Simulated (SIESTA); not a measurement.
Crystal: Ge.

```xyz
12
Lattice="5.9300 0.0000 0.0000 0.0000 5.9300 0.0000 0.0000 0.0000 6.9800" Properties=species:S:1:pos:R:3 pbc="T T T"
Ge    2.2237    0.9885    5.2350
Ge    1.9765    5.1887    3.4900
Ge    3.7062    4.9415    1.7450
Ge    3.9535    0.7412    0.0000
Ge    5.1887    1.9765    3.4900
Ge    4.9415    3.7062    5.2350
Ge    0.7412    3.9535    0.0000
Ge    0.9885    2.2237    1.7450
Ge    3.4097    2.5202    1.7450
Ge    5.4852    5.4852    3.4900
Ge    2.5202    3.4097    5.2350
Ge    0.4447    0.4447    0.0000
```

This isn't the form of Ge at room conditions, which is diamond.

* Program: SIESTA 5.4.2
* Task: single point
* Functional: PBEsol
* Potentials or basis: PseudoDojo 0.4 standard (PBEsol files)
* Basis: DZP (energy shift 0.003 Ry; two zetas on semicore shells)
* Grid cutoff: 800 Ry
* Energy shift: 0.003 Ry
* k mesh: 5 × 5 × 4
* Occupations: fermi-dirac, width 0.05 eV
* Spin: no spin polarisation

On this cell: pressure 1.6 GPa; largest force 0.872 eV/Å; band gap on the k mesh 0.68 eV, direct.

The same run follows on a disturbed copy (atoms moved at random, drawn with an rms of 0.05 Å):

```
Ge
1.0
     5.93000    0.00000    0.00000
     0.00000    5.93000    0.00000
     0.00000    0.00000    6.98000
Ge
12
Direct
  0.37955 0.17300 0.75066
  0.32695 0.87291 0.49431
  0.62407 0.83734 0.24885
  0.67054 0.11862 0.99765
  0.87510 0.33745 0.50435
  0.83039 0.62692 0.75362
  0.12915 0.66748 0.99939
  0.16225 0.36910 0.24901
  0.56623 0.42259 0.24923
  0.92376 0.92416 0.49726
  0.42605 0.58232 0.74732
  0.07567 0.07141 0.99336
```

What does the disturbed cell give?

The energy moves by +7.3 meV/atom; pressure 1.6 GPa; largest force 1.214 eV/Å; band gap on the k mesh 0.62 eV, indirect (least direct gap 0.63 eV).

Forces in eV/Å, atoms in the order of the input:
```
Ge  -0.466 -0.528 -0.372
Ge   0.514  0.008  0.300
Ge   0.236 -0.335  0.116
Ge  -0.376  0.674  0.071
Ge  -0.490 -0.085 -0.332
Ge   0.481  0.494 -0.086
Ge   0.266 -0.429  0.047
Ge  -0.358 -0.259 -0.177
Ge   1.134 -0.430  0.068
Ge  -0.853 -0.427  0.190
Ge  -0.795  0.430  0.026
Ge   0.708  0.888  0.151
```

Stress tensor (GPa, compression positive):
```
 2.89 -0.09 -0.15
-0.09  1.53 -0.25
-0.15 -0.25  0.35
```

Caveats: an odd mesh through Γ misses points on the zone boundary, where band edges often lie; the basis of atomic orbitals isn't converged, which shifts pressures, moduli and gaps.
